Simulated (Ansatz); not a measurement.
# HfH3 (I4/mmm) in Ansatz: convergence with n extra bands

Aim: find how far n extra bands must go before the results for HfH3 settle, at PBEsol. This setting moves, with any that are tied to it; all else stays.

All numbers are computed with Ansatz 0.2.0; they aren't measurements. Logs are shortened: lines on timing, memory, paths and dates and some standing lists are left out, and cuts for length are marked.

### Step 1. The structure

It takes space group I4/mmm (No. 139, tetragonal). Conventional cell: a = 3.053 Å, b = 3.053 Å, c = 6.068 Å, α = 90.00°, β = 90.00°, γ = 90.00°. Hf (site symmetry 4/mmm) is surrounded by 12 H at 2.15 to 2.16 Å. Around H (site symmetry 4/mmm) lie 8 H at 2.15 Å and 4 Hf at 2.16 Å. H (site symmetry -4m2) has 4 Hf at 2.15 Å and 8 H at 2.15 to 2.16 Å as nearest neighbours.

The cell comes from a database or a generator and needn't be the stable form of this composition.

### Step 2. With n extra bands 1

Contents of input.yaml:

```yaml
crystal:
  lattice:
    - [-1.526512, 1.526512, 3.034032]
    - [1.526512, -1.526512, 3.034032]
    - [1.526512, 1.526512, -3.034032]
  atoms:
    - { symbol: Hf, position: [0.0, 0.0, 0.0] }
    - { symbol: H, position: [0.5, 0.5, 0.0] }
    - { symbol: H, position: [0.25, 0.75, 0.5] }
    - { symbol: H, position: [0.75, 0.25, 0.5] }
hamiltonian:
  xc: pbesol
  pseudopotentials: { kind: paw }
kpoints:
  mp_grid: { grid: [10, 10, 10] }
scf:
  occupations: { method: gaussian, width: 0.1 }
  n_extra_bands: 1
output:
  forces: true
  stress: true
  eigenvalues: true
```

Potentials or basis: Ansatz PAW.

Command:

```bash
> ansatz run input.yaml --threads 2 --pin off --max-ram 5632MiB --backend cpu --events-out ev --progress --plain --runs-dir out
```

Log:

```text
Warning: RAYON_NUM_THREADS=2 ignored (pool sized by the plan → 2); use --threads N
scf.n_extra_bands = 1 over 15 filled bands (N_el = 29.0): the run solves 16 bands
Engine: ansatz 0.2.0, aarch64-unknown-linux-gnu
Pseudopotentials: kind: paw
Pseudopotential: Hf, paw, valence charge 26, recommended cutoff 420 eV (normal), Hf.paw.azcp
Pseudopotential: H, paw, valence charge 1, recommended cutoff 420 eV (normal), H.paw.azcp
Functional definition: PBEsol
  exchange = pbesol_x
  correlation = pbesol_c
Crystal: 4 atoms, lattice volume = 28.280 Å³
Basis set: ecut = 420 eV, 559 PW (Γ), exchange–correlation on 50×50×50 points (8 copies of the dense FFT grid, shifted against one another)
Bands: 16, of which v1, the nominal top of the filled ones, is band 15 counted from 1 (14 counted from 0)
Symmetry: 16 space group operations
Space group: I4/mmm (ITA 139), of the structure as read, at distance tolerance 3.0e-5 Å
k-points: 102 of 1000
Non-local potential: Hf, projectors of the file, l = 0: 3, l = 1: 2, l = 2: 2, l = 3: 3
Non-local potential: H, projectors of the file, l = 0: 2, l = 1: 1
PAW form: soft (Blöchl's): semilocal exchange-correlation on the pseudo side does not see the compensation charge
PAW frozen core: Hf, regenerated for the run's functional, and the local potential with it (the file was generated under x = pbe(κ = 0.804, μ = 0.2195149727645171), c = pbe(β = 0.06672455060314922))
PAW one-centre angular grid: Hf, 590 points (default); XC on 64 Gauss nodes
PAW one-centre angular grid: H, 110 points (default); XC on 64 Gauss nodes
Initial density: superposition of atomic densities (neutral atoms: chi_scale 0, normalization atom), corrected by the library's trained network
Initial wavefunctions: pseudopotential atomic-orbital guess
Functional: x = pbesol(κ = 0.804, μ = 0.12345679012345678), c = pbesol(β = 0.046)
SCF iter   1: F=—  HF=-15646.126269 eV  |F-HF|=—  |Δ(HF+E_count)|=         —  Δρ=8.61e-3  dr2=1.90e-2  ethr=1.77e-3  ⟨swp⟩=3.5  Hψ=6404  notcnv=0
preconditioner: auto → none  [insulator: Δε(μ)=0.115 eV  Ē_g=16.435 eV  σ=0.100 eV  W_gap=0.56  n_scr=10 (ndim 8)  ℏωp=36.3 eV  f_vac=0.000  D(μ)=0.85/eV (n_scr^D=10)  ε∞_Penn≈5.9]
SCF iter   2: F=—  HF=-15646.120312 eV  |F-HF|=—  |Δ(HF+E_count)|=   5.96e-3  Δρ=2.91e-3  dr2=1.07e-3  ethr=6.56e-5  ⟨swp⟩=1.7  Hψ=2636  notcnv=0
SCF iter   3: F=—  HF=-15646.120269 eV  |F-HF|=—  |Δ(HF+E_count)|=   4.36e-5  Δρ=8.87e-4  dr2=7.32e-5  ethr=3.70e-6  ⟨swp⟩=2.2  Hψ=2130  notcnv=0
SCF iter   4: F=—  HF=-15646.120290 eV  |F-HF|=—  |Δ(HF+E_count)|=   2.11e-5  Δρ=8.35e-5  dr2=6.18e-7  ethr=2.52e-7  ⟨swp⟩=2.5  Hψ=3014  notcnv=0
SCF iter   5: F=—  HF=-15646.120290 eV  |F-HF|=—  |Δ(HF+E_count)|=   6.91e-7  Δρ=3.37e-5  dr2=3.18e-7  ethr=2.13e-9  ⟨swp⟩=2.0  Hψ=3123  notcnv=0
SCF iter   6: F=-15646.120290 eV  HF=-15646.120290 eV  |F-HF|=5.84e-9  |Δ(HF+E_count)|=   2.79e-7  Δρ=5.74e-6  dr2=4.82e-9  ethr=3.45e-10  ⟨swp⟩=3.1  Hψ=7506  notcnv=0
SCF 1 converged in 6 iterations: F = -15646.120290 eV  dr2 = 4.82e-9
SCF converged after 6 iterations
Free energy (F): -15646.120290 eV
Harris-Foulkes:  -15646.120290 eV  (|F-HF|=5.84e-9)
Internal energy: -15646.115560 eV  (E = F + TS)
E sigma→0 (E₀):  -15646.117925 eV
Entropy (-TS):   -0.004730 eV (-1.182 meV/atom)
Fermi energy:    17.926709 eV
--- Per-component energies (eV) ---
  E_band       = -17.273752
  E_kinetic    = 465.696883
  E_local      = -5481.173058  (includes V_loc(G=0)·N_el)
  E_nonlocal   = -1234.939181
  E_hartree    = 2557.182733
  E_xc         = -325.310717
  E_vxc        = -302.202682  (∫ρ·V_xc dr)
  E_paw        = -6807.347824  (= ΣΔE_a)
  E_vpaw       = 1420.978641  (= ΣTr[D̂ρ^β])
  E_aug_tail   = -0.003481  (compensation charges beyond the density's cutoff)
  E_ewald      = -4821.472007
  E_core_change = 1.251092  (= ΣΔE_core)
  E_smearing   = -0.004730  (= −TS)
  E_closure    = 0.000000  (closes the sum)
  Σ components = -15646.120290   (vs F -15646.120290, Δ=0.00e0)
--- Forces (eV/Å), atoms counted from 1 ---
  atom   1  Hf     0.00000000     0.00000000     0.00000000
  atom   2  H      0.00000000     0.00000000     0.00000000
  atom   3  H     -0.00000000     0.00000000    -0.00000000
  atom   4  H      0.00000000    -0.00000000     0.00000000
  max |Σ_I F_I| component: 1.08e-19 eV/Å
--- Stress (GPa, compression-positive) ---
       -3.187236       0.000000       0.000000
        0.000000      -3.187236       0.000000
        0.000000      -0.000000      -5.702417
  P = ⅓ Tr σ = -4.0256 GPa (-40.256 kbar)
--- Band table (eV; the first three rows and the last of 102) ---
  k-point 0: bands = ["-45.0771", "-13.8193", "-13.4099", "-13.4099", "4.9162", "4.9340", "4.9647", "4.9647", "4.9783", "5.0401", "5.0401", "5.4454", "13.9857", "15.8002", "17.2959", "18.6235"]
  k-point 1: bands = ["-45.0700", "-13.8162", "-13.4839", "-13.4630", "4.9232", "4.9383", "4.9589", "4.9657", "4.9757", "5.0345", "5.0358", "5.8757", "14.3052", "15.4260", "16.1506", "18.2740"]
  k-point 2: bands = ["-45.0517", "-13.8086", "-13.6620", "-13.5999", "4.9432", "4.9460", "4.9487", "4.9668", "4.9690", "5.0220", "5.0272", "7.0506", "13.4679", "14.8173", "17.1767", "17.8140"]
  k-point 101: bands = ["-45.0673", "-14.1004", "-13.4464", "-13.4464", "4.9481", "4.9591", "4.9591", "4.9619", "4.9700", "5.0318", "5.0318", "9.2567", "9.9936", "12.7105", "21.4141", "21.4846"]
```

It took 1.6 s on 2 threads of Arm Neoverse V2, shared host; peak memory 0.33 GiB.

Results:

```
Free energy            : -15646.1203 eV
Pressure               : -4.0 GPa
Band gap on the k mesh : none (metal or under the smearing width)
```

### Step 3. With n extra bands 2

Edit input.yaml of step 2 so:

```diff
@@ -17,3 +17,3 @@
   occupations: { method: gaussian, width: 0.1 }
-  n_extra_bands: 1
+  n_extra_bands: 2
 output:
```

Potentials or basis: Ansatz PAW.

Command:

```bash
> ansatz run input.yaml --threads 2 --pin off --max-ram 5632MiB --backend cpu --events-out ev --progress --plain --runs-dir out
```

Wall time 1.4 s (2 threads of Arm Neoverse V2, shared host); peak memory 0.33 GiB.

Results:

```yaml
Free_energy: -15646.1203 eV
Pressure: -4.0 GPa
Band_gap_on_the_k_mesh: none (metal or under the smearing width)
```

### Step 4. With n extra bands 4

Edit input.yaml of step 3 so:

```diff
@@ -17,3 +17,3 @@
   occupations: { method: gaussian, width: 0.1 }
-  n_extra_bands: 2
+  n_extra_bands: 4
 output:
```

Command:

```bash
> ansatz run input.yaml --threads 2 --pin off --max-ram 5632MiB --backend cpu --events-out ev --progress --plain --runs-dir out
```

Wall time 1.4 s (2 threads of Arm Neoverse V2, shared host); peak memory 0.33 GiB.

Results:

| Property | Result |
| --- | --- |
| Free energy | -15646.1203 eV |
| Pressure | -4.0 GPa |
| Band gap on the k mesh | none (metal or under the smearing width) |

### Step 5. With n extra bands 8

Edit input.yaml of step 4 so:

```diff
@@ -17,3 +17,3 @@
   occupations: { method: gaussian, width: 0.1 }
-  n_extra_bands: 4
+  n_extra_bands: 8
 output:
```

Command:

```bash
> ansatz run input.yaml --threads 2 --pin off --max-ram 5632MiB --backend cpu --events-out ev --progress --plain --runs-dir out
```

Run time: 1.6 s. Hardware: 2 threads of Arm Neoverse V2, shared host; peak memory 0.34 GiB.

The run converged. Its results:

```
Free energy            : -15646.1203 eV
Pressure               : -4.0 GPa
Band gap on the k mesh : none (metal or under the smearing width)
```

### Step 6. With n extra bands 16

Edit input.yaml of step 5 so:

```diff
@@ -17,3 +17,3 @@
   occupations: { method: gaussian, width: 0.1 }
-  n_extra_bands: 8
+  n_extra_bands: 16
 output:
```

Potentials or basis: Ansatz PAW.

Command:

```bash
> ansatz run input.yaml --threads 2 --pin off --max-ram 5632MiB --backend cpu --events-out ev --progress --plain --runs-dir out
```

Run time: 1.9 s. Hardware: 2 threads of Arm Neoverse V2, shared host; peak memory 0.35 GiB.

It converged, with:

```yaml
Free_energy: -15646.1203 eV
Pressure: -4.0 GPa
Band_gap_on_the_k_mesh: none (metal or under the smearing width)
```

### Step 7. With n extra bands 32

Edit input.yaml of step 6 so:

```diff
@@ -17,3 +17,3 @@
   occupations: { method: gaussian, width: 0.1 }
-  n_extra_bands: 16
+  n_extra_bands: 32
 output:
```

Command:

```bash
> ansatz run input.yaml --threads 2 --pin off --max-ram 5632MiB --backend cpu --events-out ev --progress --plain --runs-dir out
```

It took 2.5 s on 2 threads of Arm Neoverse V2, shared host; peak memory 0.38 GiB.

It converged, with:

| Property | Result |
| --- | --- |
| Free energy | -15646.1203 eV |
| Pressure | -4.0 GPa |
| Band gap on the k mesh | none (metal or under the smearing width) |

### Step 8. Summary

| n extra bands | energy less the tightest run, at zero smearing (meV/atom) | SCF cycles | CPU time (s) | peak memory (GiB) |
| --- | --- | --- | --- | --- |
| 1 | 0.00 | 6 | 2.9 | 0.33 |
| 2 | 0.00 | 6 | 2.5 | 0.33 |
| 4 | 0.00 | 6 | 2.6 | 0.33 |
| 8 | 0.00 | 6 | 2.9 | 0.34 |
| 16 | 0.00 | 6 | 3.5 | 0.35 |
| 32 | 0.00 | 6 | 4.6 | 0.38 |

Against the tightest run, the energy stays within 1 meV/atom from 1 on. The tightest run that finished is the yardstick and may itself not be fully converged.

Caveats: the PAW data sets come from PBE, with cores solved anew for the run's functional, which leaves a small shift of forces and pressure.
